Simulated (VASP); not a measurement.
The system is ZnSe (Stilleite).

```xyz
16
Lattice="0.0000 5.6676 5.6676 5.6676 0.0000 5.6676 5.6676 5.6676 0.0000" Properties=species:S:1:pos:R:3 pbc="T T T"
Zn    0.0000    0.0000    0.0000
Zn    2.8338    2.8338    0.0000
Zn    2.8338    0.0000    2.8338
Zn    5.6676    2.8338    2.8338
Zn    0.0000    2.8338    2.8338
Zn    2.8338    5.6676    2.8338
Zn    2.8338    2.8338    5.6676
Zn    5.6676    5.6676    5.6676
Se    1.4169    1.4169    1.4169
Se    4.2507    4.2507    1.4169
Se    4.2507    1.4169    4.2507
Se    7.0845    4.2507    4.2507
Se    1.4169    4.2507    4.2507
Se    4.2507    7.0845    4.2507
Se    4.2507    4.2507    7.0845
Se    7.0845    7.0845    7.0845
```

* Program: VASP 6.6.1
* Task: phonon dispersion
* Functional: PBEsol
* Potentials or basis: VASP PAW PBE potentials, release 64 (Zn, Se)
* Cutoff: 520 eV
* k mesh: 3 × 3 × 3
* Occupations: gaussian, width 0.03 eV
* Spin: no spin polarisation
* Long-range dipole term: yes
* Supercell matrix: [2, 0, 0, 0, 2, 0, 0, 0, 2]
* Further INCAR settings: LREAL = Auto; ALGO = Normal; EDIFF = 1e-07; IBRION = 6; POTIM = 0.015; NSW = 1

Q: Is this structure dynamically stable at this level, and how far does the spectrum reach?

A: Yes, as far as this q mesh shows: no mode on the path is imaginary. The highest frequency is 238 cm⁻¹.

Phonon frequencies at the corners of the path (cm⁻¹, interpolated; i marks imaginary ones):
| point | frequencies |
| --- | --- |
| Γ | 0 0 0 202 202 238 |
| X | 63 63 185 196 205 205 |
| W | 77 98 169 174 209 215 |
| K | 59 99 167 184 204 216 |
| L | 45 45 166 203 203 205 |
| U | 59 99 167 184 204 216 |

A q mesh this small can miss soft modes between its points.
